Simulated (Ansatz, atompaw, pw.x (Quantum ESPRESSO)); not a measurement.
## What a changed setting does to a pw.x run (bcc O)

Potential: PAW, atompaw 4.2.0.5, PBE; core [He], reference 2s2 2p4; waves: 2s (bound): rc 0.75 bohr; 2s channel at 1.5 Ry: rc 0.75 bohr; 2p (bound): rc 1.50 bohr; 2p channel at 0.05 Ry: rc 1.50 bohr; local part: bessel scheme, radius 1.05 bohr; core correction: smooth core density matched at 1.45 bohr; augmentation: besselshape compensation charge, radius 1.30 bohr; PAW radius 1.50 bohr; waves and projectors: custom rrkj gramschmidtortho.

The reference run (k-mesh 18³, cutoffs 100/900 Ry, Fermi–Dirac 0.01 Ry, mixing_beta 0.4, conv_thr 1e-9, no spin) gives 1.78 GPa at 7.756 Å³/atom, where all-electron LAPW gives 1.16 GPa. This run, with its own iteration cap, changes nosym to true.

```
&control
  calculation='scf', prefix='x', pseudo_dir='./', outdir='./tmp', tstress=.true., disk_io='none'
/
&system
  ibrav=0, nat=1, ntyp=1, ecutwfc=100, ecutrho=900, nbnd=10,
  occupations='smearing', smearing='fd', degauss=0.01, nosym=.true.
/
&electrons
  conv_thr=1e-09, mixing_beta=0.4, electron_maxstep=70
/
ATOMIC_SPECIES
O 1.0 O.UPF
CELL_PARAMETERS angstrom
  -1.24697937 1.24697937 1.24697937
  1.24697937 -1.24697937 1.24697937
  1.24697937 1.24697937 -1.24697937
ATOMIC_POSITIONS crystal
O 0.0000 0.0000 0.0000
K_POINTS automatic
18 18 18 0 0 0
```

```bash
pw.x < O.scf.in > O.scf.out
```

How does the run end?

It converges in 9 iterations; the free energy moves by +0.0 meV/atom and the pressure by +0.04 GPa. The result is that of the reference run.

```
lattice parameter (alat)  =       4.0815  a.u.
     unit-cell volume          =      52.3401 (a.u.)^3
     number of electrons       =         6.00
     number of Kohn-Sham states=           10
     kinetic-energy cutoff     =     100.0000  Ry
     charge density cutoff     =     900.0000  Ry
     scf convergence threshold =      1.0E-09
     Exchange-correlation= SLA PW PBX PBC
     number of k points=  2920  Fermi-Dirac smearing, width (Ry)=  0.0100
     iteration #  1     ecut=   100.00 Ry     beta= 0.40
     total energy              =     -41.33176287 Ry
     estimated scf accuracy    <       0.00035945 Ry
     iteration #  2     ecut=   100.00 Ry     beta= 0.40
     total energy              =     -41.33606071 Ry
     estimated scf accuracy    <       0.00004982 Ry
     iteration #  3     ecut=   100.00 Ry     beta= 0.40
     total energy              =     -41.33820027 Ry
     estimated scf accuracy    <       0.00002762 Ry
     iteration #  4     ecut=   100.00 Ry     beta= 0.40
     total energy              =     -41.33897667 Ry
     estimated scf accuracy    <       0.00001082 Ry
     iteration #  5     ecut=   100.00 Ry     beta= 0.40
     total energy              =     -41.33898664 Ry
     estimated scf accuracy    <       0.00000088 Ry
     iteration #  6     ecut=   100.00 Ry     beta= 0.40
     total energy              =     -41.33898682 Ry
     estimated scf accuracy    <       0.00000007 Ry
     iteration #  7     ecut=   100.00 Ry     beta= 0.40
     total energy              =     -41.33898708 Ry
     estimated scf accuracy    <          9.6E-09 Ry
     iteration #  8     ecut=   100.00 Ry     beta= 0.40
     total energy              =     -41.33898710 Ry
     estimated scf accuracy    <          3.6E-09 Ry
     iteration #  9     ecut=   100.00 Ry     beta= 0.40
     the Fermi energy is     5.3683 ev
!    total energy              =     -41.33898710 Ry
     estimated scf accuracy    <          5.0E-10 Ry
     smearing contrib. (-TS)   =      -0.00412912 Ry
     convergence has been achieved in   9 iterations
          total   stress  (Ry/bohr**3)                   (kbar)     P=       18.21
     Message from routine punch:
     Nothing written, as per user request (disk_io='none')
```

The run took about 4.3 min on one core of a shared server CPU.
